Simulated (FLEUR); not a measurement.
Input of a FLEUR MaX-R8.1 (later development tree) run:

File inp.xml:

```xml
<?xml version="1.0" encoding="UTF-8" standalone="no"?>
<fleurInput fleurInputVersion="0.39">
   <comment>
      Al2Au                                                                                               
   </comment>
   <calculationSetup>
      <cutoffs Kmax="4.6" Gmax="14.3" GmaxXC="14.3" numbands="0"/>
      <scfLoop itmax="60" minDistance="0.00001" maxIterBroyd="15" imix="Anderson" alpha="0.05" precondParam="0.0" spinf="2.0" sdNocoIR="T"/>
      <coreElectrons ctail="T" frcor="F" kcrel="0" coretail_lmax="0"/>
      <xcFunctional name="pbe" relativisticCorrections="F"/>
      <magnetism jspins="1"/>
      <soc l_soc="F" theta="0.0" phi="0.0" spav="F"/>
      <expertModes spex="0" secvar="F"/>
      <geometryOptimization l_f="F" forcealpha="1.0" forcemix="BFGS" epsdisp="0.00001" epsforce="0.00001"/>
      <ldaU l_linMix="F" mixParam="0.05" spinf="1.0"/>
   </calculationSetup>
   <cell>
      <bzIntegration valenceElectrons="41.0" mode="hist" fermiSmearingEnergy="0.00183747">
         <kPointListSelection listName="default-1"/>
         <!-- k-points included here -->
         <xi:include xmlns:xi="http://www.w3.org/2001/XInclude" href="kpts.xml"> </xi:include>
      </bzIntegration>
      <!-- symmetry operations included here -->
      <xi:include xmlns:xi="http://www.w3.org/2001/XInclude" href="sym.xml"> </xi:include>
      <bulkLattice scale="1.0">
         <bravaisMatrix>
            <row-1>    0.0000000000000000     5.6691783737999994     5.6691783737999994</row-1>
            <row-2>    5.6691783737999994     0.0000000000000000     5.6691783737999994</row-2>
            <row-3>    5.6691783737999994     5.6691783737999994     0.0000000000000000</row-3>
         </bravaisMatrix>
      </bulkLattice>
   </cell>
   <atomSpecies>
      <species name="Gold (Au)" element="Au" atomicNumber="79">
         <mtSphere radius="2.42" gridPoints="801" logIncrement="0.017"/>
         <atomicCutoffs lmax="10" lnonsphr="10"/>
         <electronConfig flipSpins="F">
            <coreConfig>(1s1/2) (2s1/2) (2p1/2) (2p3/2) (3s1/2) (3p1/2) (3p3/2) (4s1/2) (3d3/2) (3d5/2) (4p1/2) (4p3/2) (4d3/2) (4d5/2) (4f5/2) (4f7/2)</coreConfig>
            <valenceConfig>(5s1/2) (5p1/2) (5p3/2) (6s1/2) (5d3/2) (5d5/2)</valenceConfig>
            <stateOccupation state="(6s1/2)" spinUp="0.500000" spinDown="0.500000"/>
         </electronConfig>
         <energyParameters s="6" p="6" d="5" f="5"/>
         <lo type="SCLO" l="0" n="5" eDeriv="0"/>
         <lo type="SCLO" l="1" n="5" eDeriv="0"/>
         <lo type="SCLO" l="1" n="5" eDeriv="1"/>
         <lo type="SCLO" l="2" n="5" eDeriv="2"/>
         <lo type="SCLO" l="3" n="5" eDeriv="2"/>
      </species>
      <species name="Aluminum (Al)" element="Al" atomicNumber="13">
         <mtSphere radius="2.13" gridPoints="705" logIncrement="0.016"/>
         <atomicCutoffs lmax="9" lnonsphr="9"/>
         <electronConfig flipSpins="F">
            <coreConfig>(1s1/2)</coreConfig>
            <valenceConfig>(2s1/2) (2p1/2) (2p3/2) (3s1/2) (3p1/2) (3p3/2)</valenceConfig>
            <stateOccupation state="(3p1/2)" spinUp="0.166667" spinDown="0.166667"/>
            <stateOccupation state="(3p3/2)" spinUp="0.333333" spinDown="0.333333"/>
         </electronConfig>
         <energyParameters s="3" p="3" d="3" f="4"/>
         <lo type="SCLO" l="0" n="2" eDeriv="0"/>
         <lo type="SCLO" l="1" n="2" eDeriv="0"/>
         <lo type="SCLO" l="2" n="3" eDeriv="2"/>
         <lo type="SCLO" l="3" n="4" eDeriv="2"/>
      </species>
   </atomSpecies>
   <atomGroups>
      <atomGroup species="Gold (Au)">
         <relPos label="                   1">.0000000000 .0000000000 .0000000000</relPos>
         <force calculate="T" relaxXYZ="TTT"/>
      </atomGroup>
      <atomGroup species="Aluminum (Al)">
         <relPos label="                   2">-1.000/4.000 -1.000/4.000 -1.000/4.000</relPos>
         <relPos label="                   3">1.000/4.000 1.000/4.000 1.000/4.000</relPos>
         <force calculate="T" relaxXYZ="TTT"/>
      </atomGroup>
   </atomGroups>
   <output dos="F" band="F" slice="F">
      <checks vchk="F" cdinf="F"/>
      <bandDOS minEnergy="-.5*Htr" maxEnergy="0.5*Htr" sigma="0.015" storeEVData="T"/>
      <vacuumDOS vacdos="F" integ="F" star="F" nstars="0" locx1="0.0" locy1="0.0" locx2="0.0" locy2="0.0" nstm="0" tworkf="0.0"/>
      <unfoldingBand unfoldBand="F" supercellX="1" supercellY="1" supercellZ="1"/>
      <plotting iplot="0" polar="F">
         <plot TwoD="T" vec1="  1.0  0.0  0.0" vec2="  0.0  1.0  0.0" vec3="  0.0  0.0  1.0" zero="  0.0  0.0  0.0" file="plot"/>
      </plotting>
      <chargeDensitySlicing numkpt="0" minEigenval="0.0" maxEigenval="0.0" nnne="0" pallst="F"/>
      <specialOutput eonly="F"/>
      <moessbauerParams electricFieldGradient="T" isomerShift="T" coreHyperfine="T" valenceHyperfine="T"/>
      <magneticCircularDichroism mcd="F" energyLo="-10.0" energyUp="0.0"/>
   </output>
  <!-- We include the file relax.xml here to enable relaxations (see documentation) -->
  <xi:include xmlns:xi="http://www.w3.org/2001/XInclude" href="relax.xml"> <xi:fallback/> </xi:include>
</fleurInput>
```

File crystal.txt:

```
Al2Au
&input cartesian=F /
0.0000000000  3.0000000000  3.0000000000
3.0000000000  0.0000000000  3.0000000000
3.0000000000  3.0000000000  0.0000000000
1.8897261246
1.0 1.0 1.0

3
79 0.0000000000  0.0000000000  0.0000000000
13 0.7500000000  0.7500000000  0.7500000000
13 0.2500000000  0.2500000000  0.2500000000

&kpt div1=8 div2=8 div3=8 gamma=T /
```

File inp.xml (bands):

```
<?xml version="1.0" encoding="UTF-8" standalone="no"?>
<fleurInput fleurInputVersion="0.39">
   <comment>
      Al2Au                                                                                               
   </comment>
   <calculationSetup>
      <cutoffs Kmax="4.6" Gmax="14.3" GmaxXC="14.3" numbands="0"/>
      <scfLoop itmax="60" minDistance="0.00001" maxIterBroyd="15" imix="Anderson" alpha="0.05" precondParam="0.0" spinf="2.0" sdNocoIR="T"/>
      <coreElectrons ctail="T" frcor="F" kcrel="0" coretail_lmax="0"/>
      <xcFunctional name="pbe" relativisticCorrections="F"/>
      <magnetism jspins="1"/>
      <soc l_soc="F" theta="0.0" phi="0.0" spav="F"/>
      <expertModes spex="0" secvar="F"/>
      <geometryOptimization l_f="F" forcealpha="1.0" forcemix="BFGS" epsdisp="0.00001" epsforce="0.00001"/>
      <ldaU l_linMix="F" mixParam="0.05" spinf="1.0"/>
   </calculationSetup>
   <cell>
      <bzIntegration valenceElectrons="41.0" mode="hist" fermiSmearingEnergy="0.00183747">
         <kPointListSelection listName="path-1"/>
         <!-- k-points included here -->
         <xi:include xmlns:xi="http://www.w3.org/2001/XInclude" href="kpts.xml"> </xi:include>
      </bzIntegration>
      <!-- symmetry operations included here -->
      <xi:include xmlns:xi="http://www.w3.org/2001/XInclude" href="sym.xml"> </xi:include>
      <bulkLattice scale="1.0">
         <bravaisMatrix>
            <row-1>    0.0000000000000000     5.6691783737999994     5.6691783737999994</row-1>
            <row-2>    5.6691783737999994     0.0000000000000000     5.6691783737999994</row-2>
            <row-3>    5.6691783737999994     5.6691783737999994     0.0000000000000000</row-3>
         </bravaisMatrix>
      </bulkLattice>
   </cell>
   <atomSpecies>
      <species name="Gold (Au)" element="Au" atomicNumber="79">
         <mtSphere radius="2.42" gridPoints="801" logIncrement="0.017"/>
         <atomicCutoffs lmax="10" lnonsphr="10"/>
         <electronConfig flipSpins="F">
            <coreConfig>(1s1/2) (2s1/2) (2p1/2) (2p3/2) (3s1/2) (3p1/2) (3p3/2) (4s1/2) (3d3/2) (3d5/2) (4p1/2) (4p3/2) (4d3/2) (4d5/2) (4f5/2) (4f7/2)</coreConfig>
            <valenceConfig>(5s1/2) (5p1/2) (5p3/2) (6s1/2) (5d3/2) (5d5/2)</valenceConfig>
            <stateOccupation state="(6s1/2)" spinUp="0.500000" spinDown="0.500000"/>
         </electronConfig>
         <energyParameters s="6" p="6" d="5" f="5"/>
         <lo type="SCLO" l="0" n="5" eDeriv="0"/>
         <lo type="SCLO" l="1" n="5" eDeriv="0"/>
         <lo type="SCLO" l="1" n="5" eDeriv="1"/>
         <lo type="SCLO" l="2" n="5" eDeriv="2"/>
         <lo type="SCLO" l="3" n="5" eDeriv="2"/>
      </species>
      <species name="Aluminum (Al)" element="Al" atomicNumber="13">
         <mtSphere radius="2.13" gridPoints="705" logIncrement="0.016"/>
         <atomicCutoffs lmax="9" lnonsphr="9"/>
         <electronConfig flipSpins="F">
            <coreConfig>(1s1/2)</coreConfig>
            <valenceConfig>(2s1/2) (2p1/2) (2p3/2) (3s1/2) (3p1/2) (3p3/2)</valenceConfig>
            <stateOccupation state="(3p1/2)" spinUp="0.166667" spinDown="0.166667"/>
            <stateOccupation state="(3p3/2)" spinUp="0.333333" spinDown="0.333333"/>
         </electronConfig>
         <energyParameters s="3" p="3" d="3" f="4"/>
         <lo type="SCLO" l="0" n="2" eDeriv="0"/>
         <lo type="SCLO" l="1" n="2" eDeriv="0"/>
         <lo type="SCLO" l="2" n="3" eDeriv="2"/>
         <lo type="SCLO" l="3" n="4" eDeriv="2"/>
      </species>
   </atomSpecies>
   <atomGroups>
      <atomGroup species="Gold (Au)">
         <relPos label="                   1">.0000000000 .0000000000 .0000000000</relPos>
         <force calculate="T" relaxXYZ="TTT"/>
      </atomGroup>
      <atomGroup species="Aluminum (Al)">
         <relPos label="                   2">-1.000/4.000 -1.000/4.000 -1.000/4.000</relPos>
         <relPos label="                   3">1.000/4.000 1.000/4.000 1.000/4.000</relPos>
         <force calculate="T" relaxXYZ="TTT"/>
      </atomGroup>
   </atomGroups>
   <output dos="F" band="T" slice="F">
      <checks vchk="F" cdinf="F"/>
      <bandDOS minEnergy="-.5*Htr" maxEnergy="0.5*Htr" sigma="0.015" storeEVData="T"/>
      <vacuumDOS vacdos="F" integ="F" star="F" nstars="0" locx1="0.0" locy1="0.0" locx2="0.0" locy2="0.0" nstm="0" tworkf="0.0"/>
      <unfoldingBand unfoldBand="F" supercellX="1" supercellY="1" supercellZ="1"/>
      <plotting iplot="0" polar="F">
         <plot TwoD="T" vec1="  1.0  0.0  0.0" vec2="  0.0  1.0  0.0" vec3="  0.0  0.0  1.0" zero="  0.0  0.0  0.0" file="plot"/>
      </plotting>
      <chargeDensitySlicing numkpt="0" minEigenval="0.0" maxEigenval="0.0" nnne="0" pallst="F"/>
      <specialOutput eonly="F"/>
      <moessbauerParams electricFieldGradient="T" isomerShift="T" coreHyperfine="T" valenceHyperfine="T"/>
      <magneticCircularDichroism mcd="F" energyLo="-10.0" energyUp="0.0"/>
   </output>
  <!-- We include the file relax.xml here to enable relaxations (see documentation) -->
  <xi:include xmlns:xi="http://www.w3.org/2001/XInclude" href="relax.xml"> <xi:fallback/> </xi:include>
</fleurInput>
```

Potentials or basis: all-electron, FLAPW.

Command:

```sh
$ inpgen -f crystal.txt -profile fastHighL
$ # inp.xml edited to the form shown
$ fleur_MPI
$ fleur_MPI   # second run, on inp.xml (bands)
```

Question: Estimate the band gap along the path.

Answer: None (metal or under the smearing width).

Core levels (eV from the Fermi level):
```csv
atom,levels
1 Au,"1s1/2 -80656.6, 2s1/2 -14218.9, 2p1/2 -13632.8, 2p3/2 -11796.9, 3s1/2 -3355.2, 3p1/2 -3092.2, 3p3/2 -2687.1, 4s1/2 -727.8, 3d3/2 -2251.4, 3d5/2 -2164.4, 4p1/2 -615.7, 4p3/2 -518.5, 4d3/2 -335.4, 4d5/2 -317.3, 4f5/2 -82.4, 4f7/2 -78.6"
2 Al,1s1/2 -1506.4
3 Al,1s1/2 -1506.4
```

Caveat: spin-orbit coupling is left out, which moves the levels of the heavy elements.
